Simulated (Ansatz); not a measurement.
**A computed series for KF: pressure series**

Consider KF in the rock salt structure (space group Fm-3m, No. 225; a = 5.307 Å).

Cell and atoms are relaxed at each pressure.

Calculations: Ansatz (a program for electronic structure), PBEsol, PAW, cutoff 420 eV, no SOC.

```csv
variant,band gap,volume per atom,electron mass
base,6.15 eV,18.68 Å³,0.54 mₑ (at Γ)
pressure −2 GPa,5.80 eV,20.06 Å³,0.55 mₑ (at Γ)
pressure −1 GPa,5.99 eV,19.30 Å³,0.54 mₑ (at Γ)
pressure 0.3 GPa,6.20 eV,[?],0.54 mₑ (at Γ)
pressure 0.7 GPa,6.26 eV,[?],0.53 mₑ (at Γ)
pressure 1.5 GPa,[?],17.93 Å³,0.53 mₑ (at Γ)
pressure 3 GPa,6.55 eV,17.33 Å³,0.53 mₑ (at Γ)
pressure 5 GPa,6.77 eV,[?],0.52 mₑ (at Γ)
pressure 7.5 GPa,7.01 eV,16.01 Å³,0.52 mₑ (at Γ)
pressure 10 GPa,7.21 eV,15.47 Å³,0.51 mₑ (at Γ)
```

Complete the table.


- pressure 0.3 GPa, volume per atom: 18.51 Å³
- pressure 0.7 GPa, volume per atom: 18.31 Å³
- pressure 1.5 GPa, band gap: 6.37 eV
- pressure 5 GPa, volume per atom: 16.67 Å³

Load acts through the strain it causes; cell and atoms are relaxed under it. Masses are band curvatures over ±0.01 Å⁻¹ around the edge. Whether these cells are dynamically stable was not tested. Competing high-pressure phases were not computed.
